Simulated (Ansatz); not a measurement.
# K: the cost of one run

Computed with Ansatz 0.2.0 (DFT PBE, scalar-relativistic, plane waves, PAW, unless a step's input says otherwise).

## (1) The system as given

Symmetry: P4/mmm, No. 123, tetragonal system. Conventional cell: a = 10.080 Å, b = 10.080 Å, c = 4.325 Å, α = 90.00°, β = 90.00°, γ = 90.00°. K (site symmetry 4/mmm) has 2 K at 4.32 Å as nearest neighbours.

As a file:

```cif
data_structure
_symmetry_space_group_name_H-M 'P4/mmm'
_symmetry_Int_Tables_number 123
_cell_length_a 10.0796
_cell_length_b 10.0796
_cell_length_c 4.3246
_cell_angle_alpha 90.000
_cell_angle_beta 90.000
_cell_angle_gamma 90.000
_cell_volume 439.37
loop_
_atom_site_label
_atom_site_type_symbol
_atom_site_symmetry_multiplicity
_atom_site_Wyckoff_symbol
_atom_site_fract_x
_atom_site_fract_y
_atom_site_fract_z
_atom_site_occupancy
K1 K 1 a 0.00000 0.00000 0.00000 1
```

The structure comes from the Materials Project (structure only).

## (2) A distortion that keeps the symmetry

What differs from the listed cell: strain xx, yy, zz, yz, xz, xy = +2.9, +2.9, -3.1, +0.0, +0.0, +0.0 %.

input.yaml

```yaml
crystal:
  lattice:
    - [10.3676807178, 0.0, 0.0]
    - [0.0, 10.3676807178, 0.0]
    - [0.0, 0.0, 4.1887194505]
  atoms:
    - { symbol: K, position: [0.0, 0.0, 0.0] }
basis:
  ecutwfc: 420
kpoints:
  mp_grid: { grid: [4, 4, 10] }
hamiltonian:
  xc: pbe
scf:
  occupations: { method: gaussian, width: 0.1 }
output:
  forces: true
  stress: true
  eigenvalues: true
  populations: true
```

Run with:

```console
$ ansatz run input.yaml --threads 1 --pin off --max-ram 1331MiB --backend cpu --events-out ev --progress --plain --runs-dir out
```

**Question.** How long does this run take on 1 thread of an x86-64 CPU, shared host, and how much memory does it need?

About 19 s, with a peak of 0.57 GiB.
